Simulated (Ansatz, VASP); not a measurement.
MgZn4O in VASP and in Ansatz

```
Mg Zn O
1.0
     3.03060    0.00000    0.00000
    -1.51530    2.62457    0.00000
     0.00000    0.00000   11.11121
Mg Zn O
1 4 1
Cartesian
  0.0000 1.7497 1.2311
  1.5153 0.8749 9.7392
  0.0000 1.7497 5.7379
  0.0000 0.0000 7.7028
  0.0000 0.0000 3.6693
  0.0000 0.0000 0.2533
```

Alike in both runs: functional PBE; k mesh 6 × 6 × 2; occupations gaussian, width 0.2 eV; no spin polarisation.

Ansatz relaxed the structure, and its values are those at the end. VASP's run is a single point on that final structure, the one shown.

|  | VASP | Ansatz |
| --- | --- | --- |
| version | VASP 6.6.1 | Ansatz 0.2.0 |
| potentials or method | VASP PAW PBE potentials, release 64 (Mg, Zn, O) | scalar-relativistic, plane waves, PAW |
| plane-wave cutoff (eV) | 520 | 420 |
| valence electrons in the cell | 56 | 64 |

|  | VASP | Ansatz | Ansatz less VASP |
| --- | --- | --- | --- |
| gap on the k mesh at the Fermi level (eV) | none | none | - |
| pressure (GPa) | -0.1 | -0.2 | -0.03 |
| rms of the force components (eV/Å) | 0.031 | 0.030 | -0.0017 |

A gap of «none» marks a metal or a gap that the smearing closes. The two sets of potentials don't hold the same shells in valence.

Caveats: the k mesh is coarse (spacing up to 0.40 Å⁻¹), so the values aren't converged.
